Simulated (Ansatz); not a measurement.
TiSe:

```
Se Ti
1.0
     3.55900    0.00000    0.00000
    -1.77950    3.08218    0.00000
     0.00000    0.00000    6.22000
Se Ti
2 2
Direct
  0.66667 0.33333 0.75000
  0.33333 0.66667 0.25000
  0.00000 0.00000 0.50000
  0.00000 0.00000 0.00000
```

| Quantity | Value |
| --- | --- |
| Program | Ansatz 0.2.0 |
| Task | relaxation of cell and atoms |
| Functional | PBEsol |
| Potentials or basis | Ansatz PAW |
| Cutoff | 420 eV (not typed: the program's choice for these potentials) |
| k mesh | 9 × 9 × 5 |
| Occupations | fermi-dirac, width 0.05 eV |
| Spin | no spin polarisation |

At the start: volume 17.06 Å³/atom.

Q: Where does the relaxation end?

A: It ends after 9 steps and the volume is 16.49 Å³/atom (-3.3 %); space group P6_3/mmc (No. 194, to 0.05 Å).

The path:
| step | energy change (eV) | largest force (eV/Å) | volume (Å³) |
| --- | --- | --- | --- |
| 1 | 0.0000 | 0.0000 | 68.23 |
| 2 | -0.1960 | 0.0000 | 67.27 |
| 3 | -0.2426 | 0.0000 | 65.00 |
| 4 | -0.2564 | 0.0000 | 66.04 |
| 5 | -0.2570 | 0.0000 | 65.95 |
| 6 | -0.2570 | 0.0000 | 65.95 |
| 7 | -0.2577 | 0.0000 | 65.95 |
| 8 | -0.2577 | 0.0000 | 65.97 |
| 9 | -0.2577 | 0.0000 | 65.97 |

Final structure:
```
Se Ti
1.0
     3.35900    0.00000    0.00000
    -1.67950    2.90898    0.00000
     0.00000    0.00000    6.75130
Se Ti
2 2
Direct
  0.66667 0.33333 0.75000
  0.33333 0.66667 0.25000
  0.00000 0.00000 0.50000
  0.00000 0.00000 0.00000
```

Caveat: the plane-wave basis is chosen anew once the cell has moved, so the energies of steps on either side of that aren't comparable; the PAW data sets come from PBE, with cores solved anew for the run's functional, which leaves a small shift of forces and pressure.
